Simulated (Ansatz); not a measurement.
# NiO2 (P-3m1) in Ansatz: further runs

One crystal, NiO2, is run at these levels: PBEsol; tasks: relaxation of cell and atoms.

Program: Ansatz 0.2.0. These are calculated values, not measurements. Logs are shortened: lines on timing, memory, paths and dates and some standing lists are left out, and cuts for length are marked.

### Step 1. The structure

Symmetry: P-3m1, No. 164, trigonal system. The conventional cell has a = 2.799 Å, b = 2.799 Å, c = 4.618 Å, α = 90.00°, β = 90.00°, γ = 120.00°. Ni (site symmetry -3m) is surrounded by 6 O at 1.88 Å. Around O (site symmetry 3m) lie 3 Ni at 1.88 Å.

The cell comes from a database or a generator and needn't be the stable form of this composition.

### Step 2. Relaxation of cell and atoms, PBEsol, collinear spin, ferromagnetic start, target pressure 20 GPa, at which the enthalpy is minimised

Input file input.yaml:

```yaml
crystal:
  lattice:
    - [2.798781865, 0.0, 0.0]
    - [-1.3993909325, 2.4238161948, 0.0]
    - [0.0, 0.0, 4.618273]
  atoms:
    - { symbol: Ni, position: [0.0, 0.0, 0.5], spin: 1.0 }
    - { symbol: O, position: [0.3333333333, 0.6666666667, 0.293961] }
    - { symbol: O, position: [0.6666666667, 0.3333333333, 0.706039] }
hamiltonian:
  xc: pbesol
  pseudopotentials: { kind: paw }
magnetization:
  spin_polarized: true
kpoints:
  mp_grid: { grid: [11, 11, 6] }
scf:
  occupations: { method: fermi_dirac, width: 0.05 }
output:
  forces: true
  stress: true
  eigenvalues: true
  write_density: true
  write_potential: true
  elf: true
  volumetric_format: npy
relax:
  f_tol: 0.01
  max_steps: 40
  cell: { stress_tol: 0.05, p_target: 20.0 }
```

Potentials or basis: Ansatz PAW.

Run with:

```bash
ansatz run input.yaml --threads 2 --pin off --max-ram 5632MiB --backend cpu --events-out ev --progress --plain --runs-dir out
```

Standard output:

```text
Warning: RAYON_NUM_THREADS=2 ignored (pool sized by the plan → 2); use --threads N
Engine: ansatz 0.2.0, x86_64-unknown-linux-gnu
Pseudopotentials: kind: paw
Pseudopotential: Ni, paw, valence charge 18, recommended cutoff 420 eV (normal), Ni.paw.azcp
Pseudopotential: O, paw, valence charge 6, recommended cutoff 420 eV (normal), O.paw.azcp
Functional definition: PBEsol
  exchange = pbesol_x
  correlation = pbesol_c
Crystal: 3 atoms, lattice volume = 31.329 Å³
Basis set: ecut = 420 eV, 603 PW (Γ), exchange–correlation on 40×40×64 points (8 copies of the dense FFT grid, shifted against one another)
Bands: 20, of which v1, the nominal top of the filled ones, is band 15 counted from 1 (14 counted from 0)
Symmetry: 12 space group operations
Space group: P-3m1 (ITA 164), of the structure as read, at distance tolerance 3.2e-5 Å
Magnetic group: BNS 164.85 (UNI 1315), of the structure as read, at distance tolerance 3.2e-5 Å
k-points: 84 of 726
Non-local potential: Ni, projectors of the file, l = 0: 3, l = 1: 2, l = 2: 3, l = 3: 1
Non-local potential: O, projectors of the file, l = 0: 2, l = 1: 2, l = 2: 1
PAW form: soft (Blöchl's): semilocal exchange-correlation on the pseudo side does not see the compensation charge
PAW frozen core: Ni, regenerated for the run's functional, and the local potential with it (the file was generated under x = pbe(κ = 0.804, μ = 0.2195149727645171), c = pbe(β = 0.06672455060314922))
PAW frozen core: O, regenerated for the run's functional, and the local potential with it (the file was generated under x = pbe(κ = 0.804, μ = 0.2195149727645171), c = pbe(β = 0.06672455060314922))
PAW one-centre angular grid: Ni, 590 points (default); XC on 64 Gauss nodes
PAW one-centre angular grid: O, 110 points (default); XC on 64 Gauss nodes
Initial density: superposition of atomic densities (chi_scale 0.1, normalization cell, long waves kept (reshape's long-wave potential 0.19 eV rms))
Starting moments: Σ|m| = 1 μB on 1 of 3 sites
Initial wavefunctions: pseudopotential atomic-orbital guess
Functional: x = pbesol(κ = 0.804, μ = 0.12345679012345678), c = pbesol(β = 0.046)
SCF iter   1: F=—  HF=-6922.379299 eV  |F-HF|=—  |Δ(HF+E_count)|=         —  Δρ=1.37e-1 (↑6.25e-2 ↓1.37e-1)  dr2=8.53e0  dr2_m=8.54e-1  M=0.020 μB ∫|m|=0.617 μB  β_m=0.30  ethr=3.10e-3  ⟨swp⟩=5.6  Hψ=14488  notcnv=0
Mixer restart at iter 1: flushing history
preconditioner: auto → none  [insulator: Δε(μ)=0.149 eV  Ē_g=14.184 eV  σ=0.050 eV  W_gap=0.63  n_scr=8 (ndim 8)  ℏωp=31.1 eV  f_vac=0.147  D(μ)=0.25/eV (n_scr^D=0)  ε∞_Penn≈5.8]
SCF iter   2: F=—  HF=-6924.472491 eV  |F-HF|=—  |Δ(HF+E_count)|=    2.09e0  Δρ=1.14e-1 (↑1.14e-1 ↓5.63e-2)  dr2=3.63e0  dr2_m=6.12e-1  M=0.027 μB ∫|m|=0.461 μB  β_m=0.26  ethr=3.10e-3  ⟨swp⟩=3.9  Hψ=9028  notcnv=0  defer=68
SCF iter   3: F=—  HF=-6923.242680 eV  |F-HF|=—  |Δ(HF+E_count)|=    1.23e0  Δρ=5.37e-2 (↑4.28e-2 ↓5.37e-2)  dr2=3.00e-1  dr2_m=4.43e-1  M=0.005 μB ∫|m|=0.469 μB  β_m=0.22  ethr=3.10e-3  ⟨swp⟩=3.0  Hψ=7291  notcnv=0  defer=43
SCF iter   4: F=—  HF=-6923.712036 eV  |F-HF|=—  |Δ(HF+E_count)|=         —  Δρ=4.11e-2 (↑3.97e-2 ↓4.11e-2)  dr2=7.32e-2  dr2_m=4.04e-1  M=0.000 μB ∫|m|=0.127 μB  β_m=0.49  ethr=1.00e-3  ⟨swp⟩=2.0  Hψ=5208  notcnv=0  defer=42
Mixer restart at iter 4: flushing history
SCF iter   5: F=—  HF=-6923.794126 eV  |F-HF|=—  |Δ(HF+E_count)|=   8.21e-2  Δρ=2.59e-2 (↑2.59e-2 ↓1.95e-2)  dr2=1.43e-2  dr2_m=1.32e-1  M=0.000 μB ∫|m|=0.085 μB  β_m=0.75  ethr=2.44e-4  ⟨swp⟩=2.6  Hψ=5544  notcnv=0  defer=36
SCF iter   6: F=—  HF=-6923.913624 eV  |F-HF|=—  |Δ(HF+E_count)|=   1.19e-1  Δρ=3.38e-2 (↑2.59e-2 ↓3.38e-2)  dr2=8.51e-1  dr2_m=4.61e-3  M=-0.000 μB ∫|m|=0.027 μB  β_m=0.47  ethr=4.76e-5  ⟨swp⟩=3.1  Hψ=8305  notcnv=0  defer=21  recentre
SCF iter   7: F=—  HF=-6923.824755 eV  |F-HF|=—  |Δ(HF+E_count)|=   8.89e-2  Δρ=3.52e-3 (↑3.52e-3 ↓1.78e-3)  dr2=1.11e-3  dr2_m=1.75e-3  M=-0.000 μB ∫|m|=0.024 μB  β_m=0.58  ethr=4.76e-5  ⟨swp⟩=3.1  Hψ=8297  notcnv=0  defer=20
SCF iter   8: F=—  HF=-6923.825010 eV  |F-HF|=—  |Δ(HF+E_count)|=   2.56e-4  Δρ=1.33e-3 (↑4.62e-4 ↓1.33e-3)  dr2=3.52e-4  dr2_m=1.22e-4  M=-0.000 μB ∫|m|=0.009 μB  β_m=0.72  ethr=3.71e-6  ⟨swp⟩=1.7  Hψ=4834  notcnv=0  defer=20
SCF iter   9: F=—  HF=-6923.824988 eV  |F-HF|=—  |Δ(HF+E_count)|=   2.29e-5  Δρ=1.43e-4 (↑1.21e-4 ↓1.43e-4)  dr2=1.34e-6  dr2_m=4.18e-6  M=-0.000 μB ∫|m|=0.002 μB  β_m=0.76  ethr=1.17e-6  ⟨swp⟩=1.8  Hψ=4243  notcnv=0  defer=20
SCF iter  10: F=—  HF=-6923.825005 eV  |F-HF|=—  |Δ(HF+E_count)|=   1.75e-5  Δρ=1.10e-4 (↑1.10e-4 ↓8.40e-5)  dr2=8.35e-6  dr2_m=2.55e-7  M=-0.000 μB ∫|m|=0.000 μB  β_m=0.76  ethr=4.46e-9  ⟨swp⟩=2.1  Hψ=5891  notcnv=0  defer=20
SCF iter  11: F=—  HF=-6923.825006 eV  |F-HF|=—  |Δ(HF+E_count)|=   1.33e-6  Δρ=2.53e-5 (↑2.53e-5 ↓1.05e-5)  dr2=3.00e-7  dr2_m=1.87e-8  M=-0.000 μB ∫|m|=0.000 μB  β_m=0.66  ethr=4.46e-9  ⟨swp⟩=2.0  Hψ=5712  notcnv=0  defer=20
SCF iter  12: F=—  HF=-6923.825006 eV  |F-HF|=—  |Δ(HF+E_count)|=   4.43e-8  Δρ=4.34e-6 (↑4.34e-6 ↓2.71e-6)  dr2=5.40e-9  dr2_m=1.20e-9  M=-0.000 μB ∫|m|=0.000 μB  β_m=0.71  ethr=9.99e-10  ⟨swp⟩=2.1  Hψ=4971  notcnv=0  defer=20
SCF iter  13: F=—  HF=-6923.825006 eV  |F-HF|=—  |Δ(HF+E_count)|=  3.31e-10  Δρ=5.44e-7 (↑4.26e-7 ↓5.44e-7)  dr2=8.01e-11  dr2_m=3.09e-11  M=-0.000 μB ∫|m|=0.000 μB  β_m=0.75  ethr=1.80e-11  ⟨swp⟩=2.0  Hψ=4864  notcnv=0  defer=20
SCF iter  14: F=-6923.825006 eV  HF=-6923.825006 eV  |F-HF|=1.68e-10  |Δ(HF+E_count)|=  2.46e-11  Δρ=4.60e-7 (↑4.46e-7 ↓4.60e-7)  dr2=1.74e-10  dr2_m=7.73e-13  M=-0.000 μB ∫|m|=0.000 μB  ethr=1.00e-12  ⟨swp⟩=5.1  Hψ=16954  notcnv=0
WARN: the starting moments were not kept: the SCF closed with an absolute magnetisation of 5.7e-7 μB, where they sum to 1 μB in size (1 site). That is at most 0.1 of that sum. Measured as dr2_m measures the in/out step, that magnetisation stands 1.3e-13 eV from none, at or under the dr2_threshold of 1.0e-7 eV: it is no larger than a step whose dr2_m would equal this threshold. The system may hold no moment; this SCF shows only that its start led to no more than that. To try another start: raise the starting moments (crystal.atoms[].spin, magnetization.per_species, magnetization.initial_magnetization, or on a non-collinear deck that types none of these the spinor_matrix: blocks that start its atoms; where the total moment is fixed, keep their sum and leave initial_magnetization as it is; typed ones take the place of any that the run laid by itself, positive ones on a crystal's lanthanoids without a Hubbard term where scf.initial_density.shell_occupations: [] is typed) or, if the notice of its spin-set hold's release reads "site moments contracting" or "site moments show no strong build", lengthen the hold (scf.mixing.spin_hold: { on: { confirm: 4 } }; for m-r²SCAN on two components see the key's manual first). Each may lead to a state that holds a moment. A second SCF, from the converged charge density, with the starting moments and any scf.initial_density.shell_occupations laid on it anew, would have followed, and was not run: the deck does not ask for one (magnetization.retry_lost_moments is false, the default). To let it run, set magnetization.retry_lost_moments: true and run the deck again, where that key's refused combinations let it; where memory then withholds it, that run's warning says so.
SCF 1 converged in 14 iterations: F = -6923.825006 eV  dr2 = 1.74e-10
[... 172 lines left out ...]
SCF iter   5: F=—  HF=-6923.576476 eV  |F-HF|=—  |Δ(HF+E_count)|=  6.28e-11  Δρ=1.96e-7 (↑1.96e-7 ↓1.87e-7)  dr2=3.87e-11  dr2_m=1.30e-14  M=-0.000 μB ∫|m|=0.000 μB  β_m=0.72  ethr=1.00e-12  ⟨swp⟩=1.0  Hψ=3360  notcnv=0
SCF iter   6: F=—  HF=-6923.576476 eV  |F-HF|=—  |Δ(HF+E_count)|=  5.73e-11  Δρ=9.53e-8 (↑9.53e-8 ↓9.27e-8)  dr2=6.43e-12  dr2_m=1.16e-15  M=-0.000 μB ∫|m|=0.000 μB  β_m=0.70  ethr=1.00e-12  ⟨swp⟩=2.4  Hψ=4426  notcnv=0
SCF iter   7: F=—  HF=-6923.576476 eV  |F-HF|=—  |Δ(HF+E_count)|=  6.37e-12  Δρ=2.36e-7 (↑2.36e-7 ↓2.35e-7)  dr2=3.96e-11  dr2_m=2.37e-16  M=0.000 μB ∫|m|=0.000 μB  β_m=0.75  ethr=1.00e-12  ⟨swp⟩=1.0  Hψ=3360  notcnv=0
SCF iter   8: F=-6923.576476 eV  HF=-6923.576476 eV  |F-HF|=1.82e-12  |Δ(HF+E_count)|=  1.82e-12  Δρ=6.78e-8 (↑6.78e-8 ↓6.74e-8)  dr2=2.89e-12  dr2_m=1.09e-17  M=0.000 μB ∫|m|=0.000 μB  ethr=1.00e-12  ⟨swp⟩=4.0  Hψ=13033  notcnv=0
the starting moments were not kept: the SCF closed with an absolute magnetisation of 1.4e-9 μB, where they sum to 1 μB in size (1 site). That is at most 0.1 of that sum. Measured as dr2_m measures the in/out step, that magnetisation stands 2.2e-18 eV from none, at or under the dr2_threshold of 3.0e-11 eV: it is no larger than a step whose dr2_m would equal this threshold.
SCF 12 converged in 8 iterations: F = -6923.576476 eV  dr2 = 2.89e-12
relax step  12: F+E_penalty+E_count = -6923.57647569 eV  Δ(F+E_penalty+E_count) = +3.834e-5 eV  max|allowed force component| = 4.109e-5 eV/Å  Δτ_max = 0.0000 Å  P = +20.001 GPa  Ω = 24.227 Å³  stress off target by 5.37e-3 GPa  SCF on the basis re-selected at this cell (its energy is not comparable with the rows above)  (8 SCF iters)
basis re-selected at this cell: Δ(F+E_penalty+E_count) = +3.834e-5 eV, ΔP = -0.002 GPa vs the last step (what re-selecting the basis moved, of the pressure what is left beyond the Pulay correction that the steps carried, after the strain that the cell walked since its last selection, with what the two solves' SCF thresholds leave and, on support functions, any second-order correction that the steps lacked; it is no measure of the basis error at this ecutwfc). This SCF's stress stands 5.37e-3 GPa from its target on what of the cell is left free (relax.cell.stress_tol is 5.00e-2 GPa) and its largest allowed force component is 4.11e-5 eV/Å (relax.f_tol is 1.00e-2 eV/Å): within both
SCF converged after 8 iterations
Magnetization: 0.0000 μB (15.0000 up, 15.0000 down)
Absolute magnetization: 0.0000 μB (∫|ρ↑−ρ↓|, with the PAW one-centre terms)
Spin contamination: 0.0000 ħ² per cell (⟨S²⟩ above its minimum at these occupations)
Per-site moments (μB) at R_I (Å): [(6.556793047993265e-10, 0.7561603499469669), (-2.5327349117099977e-10, 0.7561603499469669), (-2.532735017292593e-10, 0.7561603499469669)]
Free energy (F): -6923.576476 eV
Harris-Foulkes:  -6923.576476 eV  (|F-HF|=1.82e-12)
Internal energy: -6923.576366 eV  (E = F + TS)
E sigma→0 (E₀):  -6923.576421 eV
Entropy (-TS):   -0.000110 eV (-0.037 meV/atom)
Fermi energy:    12.407392 eV
--- Per-component energies (eV) ---
  E_band       = -377.261913
  E_kinetic    = 628.548212
  E_local      = -4825.547988  (includes V_loc(G=0)·N_el)
  E_nonlocal   = 724.105245
  E_hartree    = 1983.106209
  E_xc         = -230.700401
  E_vxc        = -297.054331  (∫ρ·V_xc dr)
  E_paw        = -1887.950747  (= ΣΔE_a)
  E_vpaw       = -573.530286  (= ΣTr[D̂ρ^β])
  E_aug_tail   = 0.004736  (compensation charges beyond the density's cutoff)
  E_ewald      = -3315.409497
  E_core_change = 0.267865  (= ΣΔE_core)
  E_smearing   = -0.000110  (= −TS)
  E_closure    = -0.000000  (closes the sum)
  Σ components = -6923.576476   (vs F -6923.576476, Δ=0.00e0)
--- Forces (eV/Å), atoms counted from 1 ---
  atom   1  Ni     0.00000000     0.00000000     0.00000000
  atom   2  O      0.00000000     0.00000000    -0.00004109
  atom   3  O     -0.00000000    -0.00000000     0.00004109
  max |Σ_I F_I| component: 1.05e-30 eV/Å
--- Stress (GPa, compression-positive) ---
       20.004303       0.000000       0.000000
        0.000000      20.004303       0.000000
        0.000000       0.000000      19.994633
  P = ⅓ Tr σ = 20.0011 GPa (200.011 kbar)
--- Band table (eV; the first three rows and the last of 168) ---
  k-point 0 ↑: bands = ["-92.2865", "-52.8677", "-52.8677", "-52.6066", "-8.9028", "-5.2027", "4.5952", "5.6498", "5.6498", "9.4698", "9.4698", "10.6130", "10.6130", "11.2468", "11.9747", "13.9425", "13.9425", "20.6403", "22.7333", "31.6753"]
  k-point 1 ↑: bands = ["-92.2865", "-52.8677", "-52.8677", "-52.6067", "-8.7554", "-5.4905", "5.0233", "5.6759", "5.6759", "9.4599", "9.4599", "10.5182", "10.5182", "10.7773", "11.9329", "14.0388", "14.0388", "21.1012", "22.9354", "31.3527"]
  k-point 2 ↑: bands = ["-92.2865", "-52.8677", "-52.8677", "-52.6070", "-8.3725", "-6.1327", "5.7292", "5.7292", "6.0839", "9.4426", "9.4426", "9.6105", "10.3346", "10.3346", "11.9010", "14.2203", "14.2203", "22.1149", "23.2469", "30.9790"]
  k-point 83 ↓: bands = ["-92.2791", "-52.9218", "-52.9084", "-52.5957", "-6.2017", "-6.1601", "4.8953", "5.0937", "6.8775", "7.4718", "8.2374", "8.5397", "9.8685", "10.6527", "10.7788", "13.8958", "13.9060", "25.4328", "27.3911", "27.8782"]
--- Relaxed structure (9 steps of the walk, 9 accepted, 3 SCFs on fresh bases) ---
  F+E_penalty+E_count = -6923.57647569 eV   max|allowed force component| = 4.109e-5 eV/Å   (the final SCF, on the basis selected at the relaxed cell)
  cell:  # Å, volume = 24.2274 Å³
    - [2.740316350071588, 0.0, 0.0]
    - [-1.370158175035794, 2.373183573567846, 4.935935415495448e-34]
    - [0.0, 9.404796167427175e-34, 3.725416353863448]
  atoms:
    - { symbol: Ni, position: [8.500923429953006e-35, 9.932322573295972e-36, 0.49999999999999994] }
    - { symbol: O, position: [0.3333333333333333, 0.6666666666666666, 0.2514767447062578] }
    - { symbol: O, position: [0.6666666666666666, 0.3333333333333333, 0.7485232552937421] }
```

It took 37 s on 2 threads of AMD EPYC 7R43 (Zen 3), shared host; peak memory 0.45 GiB.

Results:

```
Free energy                                            : -6923.5765 eV
Relaxed volume                                         : 8.08 Å³/atom
Relaxed cell                                           : a = 2.740 Å, b = 2.740 Å, c = 3.725 Å, α = 90.00°, β = 90.00°, γ = 120.00°
Space group after relaxing (to 0.05 Å)                 : P-3m1 (No. 164)
Energy change on relaxing (the enthalpy is what falls) : +82.8 meV/atom
Ionic steps                                            : 12
Pressure after relaxing                                : 20.0 GPa
Band gap on the k mesh                                 : 0.55 eV, indirect (least direct gap 0.83 eV)
Net moment                                             : 0.00 μB per cell
Absolute moment                                        : 0.00 μB per cell
```

The path:
```
step  energy change (eV)  largest force (eV/Å)  volume (Å³)
   1              0.0000                0.4750        31.33
   2              0.0069                0.1989        28.68
   3              0.0900                0.2320        26.51
   4              0.1640                0.1303        25.09
   5              0.2709                0.0708        23.96
   6              0.2138                0.0324        24.40
   7              0.2175                0.0011        24.37
   8              0.2315                0.0016        24.37
   9              0.2468                0.0012        24.23
  10              0.2478                0.0013        24.23
  11              0.2485                0.0001        24.23
  12              0.2485                0.0000        24.23
```

Final structure:
```cif
data_structure
_symmetry_space_group_name_H-M 'P 1'
_symmetry_Int_Tables_number 1
_cell_length_a 2.7403
_cell_length_b 2.7403
_cell_length_c 3.7254
_cell_angle_alpha 90.000
_cell_angle_beta 90.000
_cell_angle_gamma 120.000
_cell_volume 24.23
loop_
_atom_site_label
_atom_site_type_symbol
_atom_site_fract_x
_atom_site_fract_y
_atom_site_fract_z
_atom_site_occupancy
Ni1 Ni 0.00000 0.00000 0.50000 1
O1 O 0.33333 0.66667 0.25148 1
O2 O 0.66667 0.33333 0.74852 1
```

Caveat: the volume moved by over 15 % at a fixed basis, so the end points are rough; odd divisions of the mesh miss points on the zone boundary, where band edges often lie, so the gap on the mesh can be too wide; the plane-wave basis is chosen anew once the cell has moved, so the energies of steps on either side of that aren't comparable; the pressure holds a Pulay correction of +1.2 GPa for the finite cutoff; the PAW data sets come from PBE, with cores solved anew for the run's functional, which leaves a small shift of forces and pressure; the starting moments weren't kept. A k mesh can miss the band edges.

### Step 3. Relaxation of cell and atoms, PBEsol, collinear spin, ferromagnetic start, target pressure 30 GPa, at which the enthalpy is minimised

input.yaml: that of step 2 with these lines changed.

```diff
@@ -29,2 +29,2 @@
   max_steps: 40
-  cell: { stress_tol: 0.05, p_target: 20.0 }
+  cell: { stress_tol: 0.05, p_target: 30.0 }
```

Potentials or basis: Ansatz PAW.

Run with:

```bash
ansatz run input.yaml --threads 2 --pin off --max-ram 5632MiB --backend cpu --events-out ev --progress --plain --runs-dir out
```

Run time: 40 s. Hardware: 2 threads of AMD EPYC 7R43 (Zen 3), shared host; peak memory 0.44 GiB.

Results (log left out):

- Free energy: -6923.4115 eV
- Relaxed volume: 7.72 Å³/atom
- Relaxed cell: a = 2.723 Å, b = 2.723 Å, c = 3.607 Å, α = 90.00°, β = 90.00°, γ = 120.00°
- Space group after relaxing (to 0.05 Å): P-3m1 (No. 164)
- Energy change on relaxing (the enthalpy is what falls): +137.8 meV/atom
- Ionic steps: 13
- Pressure after relaxing: 30.0 GPa
- Band gap on the k mesh: 0.53 eV, indirect (least direct gap 0.81 eV)
- Net moment: 0.00 μB per cell
- Absolute moment: 0.00 μB per cell

Step by step:
| step | energy change (eV) | largest force (eV/Å) | volume (Å³) |
| --- | --- | --- | --- |
| 1 | 0.0000 | 0.4750 | 31.33 |
| 2 | 0.0195 | 0.1238 | 28.41 |
| 3 | 0.1537 | 0.3989 | 25.99 |
| 4 | 0.2601 | 0.3091 | 24.47 |
| 5 | 0.3472 | 0.2651 | 23.50 |
| 6 | 0.3897 | 0.0912 | 23.21 |
| 7 | 0.3790 | 0.0032 | 23.27 |
| 8 | 0.3937 | 0.0016 | 23.27 |
| 9 | 0.4127 | 0.0006 | 23.16 |
| 10 | 0.4116 | 0.0002 | 23.17 |
| 11 | 0.4123 | 0.0003 | 23.17 |
| 12 | 0.4135 | 0.0000 | 23.16 |
| 13 | 0.4135 | 0.0001 | 23.16 |

Final structure:
```
Ni O
1.0
     2.72277    0.00000    0.00000
    -1.36138    2.35799    0.00000
     0.00000    0.00000    3.60712
Ni O
1 2
Direct
  0.00000 0.00000 0.50000
  0.33333 0.66667 0.24457
  0.66667 0.33333 0.75543
```

Levels at points of the mesh, in eV from the valence-band top:
Spin up:
| k point | band 11 | band 12 | band 13 | band 14 | band 15 | band 16 | band 17 | band 18 | band 19 | band 20 |
| --- | --- | --- | --- | --- | --- | --- | --- | --- | --- | --- |
| (0.00, 0.00, 0.00) | -2.77 | -1.59 | -1.59 | -0.96 | -0.05 | 1.73 | 1.73 | 8.77 | 10.52 | 19.65 |
| (0.00, 0.00, -0.50) | -2.82 | -2.82 | -2.08 | -2.08 | -0.27 | 2.21 | 2.21 | 11.01 | 11.29 | 19.63 |
Spin down:
```
            k point  band 12  band 13  band 14  band 15  band 16  band 17  band 18  band 19
 (0.00, 0.00, 0.00)    -1.59    -1.59    -0.96    -0.05     1.73     1.73     8.77    10.52
(0.00, 0.00, -0.50)    -2.82    -2.08    -2.08    -0.27     2.21     2.21    11.01    11.29
```

Caveat: the volume moved by over 15 % at a fixed basis, so the end points are rough; odd divisions of the mesh miss points on the zone boundary, where band edges often lie, so the gap on the mesh can be too wide; the plane-wave basis is chosen anew once the cell has moved, so the energies of steps on either side of that aren't comparable; the pressure holds a Pulay correction of +1.3 GPa for the finite cutoff; the PAW data sets come from PBE, with cores solved anew for the run's functional, which leaves a small shift of forces and pressure; the starting moments weren't kept.
